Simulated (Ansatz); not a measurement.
# TiAl under changes of volume

One of the cells (16.065 Å³/atom); the others are scaled copies at fixed shape and fractional positions:

```xyz
2
Lattice="3.1791 0.0000 0.0000 0.0000 3.1791 0.0000 0.0000 0.0000 3.1791" Properties=species:S:1:pos:R:3 pbc="T T T"
Ti    0.0000    0.0000    0.0000
Al    1.5895    1.5895    1.5895
```

The cell comes from a database or a generator and needn't be the stable form of this composition.

* Program: Ansatz 0.2.0
* Functional: PBE0
* Potentials or basis: Ansatz PAW
* Cutoff: 420 eV (not typed: the program's choice for these potentials)
* k mesh: 4 × 4 × 4
* Occupations: fermi-dirac, width 0.05 eV
* Spin: no spin polarisation

```csv
volume (Å³/atom),energy over the lowest point (meV/atom),pressure (GPa)
15.101,?,?
15.422,7.22,4.6
15.743,0.91,1.7
16.065,0.00,-0.8
16.386,4.04,-3.1
16.707,12.46,-5.2
17.028,24.92,-7.2
```

Question: What does the run at 15.101 Å³/atom give?

Answer: Energy over the lowest point 19.48 meV/atom; pressure 7.7 GPa.

Worked out: A Birch-Murnaghan fit of order 3 (a polynomial in V^(-2/3)) to the other rows has its minimum at 15.96 Å³/atom with B0 = V·E''(V) = 125 GPa and B' = 4.0. It gives 19.53 meV/atom at 15.101 Å³/atom, against the run's 19.48, and -dE/dV = 7.7 GPa, against 7.7.

Energies are extrapolated to zero smearing.

Caveats: all runs use coarse meshes; the PAW data sets come from PBE, with cores solved anew for the run's functional, which leaves a small shift of forces and pressure; the thresholds are loose for stress.
